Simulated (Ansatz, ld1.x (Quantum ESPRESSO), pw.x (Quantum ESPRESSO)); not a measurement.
## From atom to crystal: TM potential for Be (Z = 4)

ld1.x (Quantum ESPRESSO) 7.5 input, shortened:

```
&input
   title='Be', zed=4., rel=1, dft='PBE', iswitch=3,
   config='[He] 2s2 2p0 3d-2'
 /
 &inputp
   pseudotype=2, tm=.true., lloc=0,
   nlcc=.true., new_core_ps=.true.
 /
3
2P  2  1   0.00   0.00  4.20  4.20  0.0
3D  3  2  -2.00  -0.15  3.40  3.40  0.0
2S  1  0   2.00   0.00  1.50  1.50  0.0
 &test
   configts(1)='2s2 2p0'
 /
```

Atomic tests: cutoffs needed: 10 Ry and 30 Ry (the cutoffs (Ry, on a coarse ladder) from which the occupation-weighted sum of valence levels, in a spherical-Bessel basis at the reference potential, stays within 10 and 1 mRy of its value at 400 Ry); ghost test: no extra level below or beside the all-electron valence levels (p, d, s, f tested) (spherical-Bessel basis up to 400 Ry, 20 bohr box); largest excitation error: -215 meV (all-electron minus pseudo) for 2s0 2p1, out of 5 test configurations.

Crystal test: bcc Be in pw.x 7.5, no spin, 18³ k-points, Fermi–Dirac smearing 0.01 Ry, cutoffs 50/200 Ry. The lattice is a test structure that the element need not adopt, and mesh and smearing are coarse.

pw.x input:

```
&control
  calculation='scf', prefix='x', pseudo_dir='./', outdir='./tmp', tstress=.true., disk_io='none'
/
&system
  ibrav=0, nat=1, ntyp=1, ecutwfc=50, ecutrho=200, nbnd=8,
  occupations='smearing', smearing='fd', degauss=0.01
/
&electrons
  conv_thr=1e-09, mixing_beta=0.4, electron_maxstep=70
/
ATOMIC_SPECIES
Be 1.0 Be.UPF
CELL_PARAMETERS angstrom
  -1.25045317 1.25045317 1.25045317
  1.25045317 -1.25045317 1.25045317
  1.25045317 1.25045317 -1.25045317
ATOMIC_POSITIONS crystal
Be 0.0000 0.0000 0.0000
K_POINTS automatic
18 18 18 0 0 0
```

```bash
pw.x < Be.scf.in > Be.scf.out
```

How does the run end?

It converges; the pressure is -51.02 GPa against 0.04 GPa from all-electron LAPW. The largest radius (4.20 bohr) exceeds half the bond length (2.05 bohr), so the spheres overlap, which is one possible source of error among others. This is a poor potential for the solid. The pseudo pressure rises with volume over the whole range, a mechanical instability. The log shows:

```
     using ibrav=0 with symmetry is DISCOURAGED, use correct ibrav instead
     lattice parameter (alat)  =       4.0929  a.u.
     unit-cell volume          =      52.7787 (a.u.)^3
     number of electrons       =         2.00
     number of Kohn-Sham states=            8
     kinetic-energy cutoff     =      50.0000  Ry
     charge density cutoff     =     200.0000  Ry
     scf convergence threshold =      1.0E-09
     Exchange-correlation= PBE
     number of k points=   195  Fermi-Dirac smearing, width (Ry)=  0.0100
     iteration #  1     ecut=    50.00 Ry     beta= 0.40
     total energy              =      -3.33590531 Ry
     estimated scf accuracy    <       0.00377784 Ry
     iteration #  2     ecut=    50.00 Ry     beta= 0.40
     total energy              =      -3.33535945 Ry
     estimated scf accuracy    <       0.00131832 Ry
     iteration #  3     ecut=    50.00 Ry     beta= 0.40
     total energy              =      -3.33537165 Ry
     estimated scf accuracy    <       0.00000014 Ry
     iteration #  4     ecut=    50.00 Ry     beta= 0.40
     total energy              =      -3.33537178 Ry
     estimated scf accuracy    <          2.4E-09 Ry
     iteration #  5     ecut=    50.00 Ry     beta= 0.40
     total energy              =      -3.33537178 Ry
     estimated scf accuracy    <          1.0E-09 Ry
     iteration #  6     ecut=    50.00 Ry     beta= 0.40
     the Fermi energy is     8.4082 ev
!    total energy              =      -3.33537178 Ry
     estimated scf accuracy    <          2.5E-11 Ry
     smearing contrib. (-TS)   =      -0.00052403 Ry
     The total energy is F=E-TS. E is the sum of the following terms:
     one-electron contribution =       1.96653281 Ry
     hartree contribution      =       0.00773931 Ry
     xc contribution           =      -2.22895747 Ry
     ewald contribution        =      -3.08016240 Ry
     convergence has been achieved in   6 iterations
          total   stress  (Ry/bohr**3)                   (kbar)     P=     -510.19
     Message from routine punch:
     Nothing written, as per user request (disk_io='none')
```
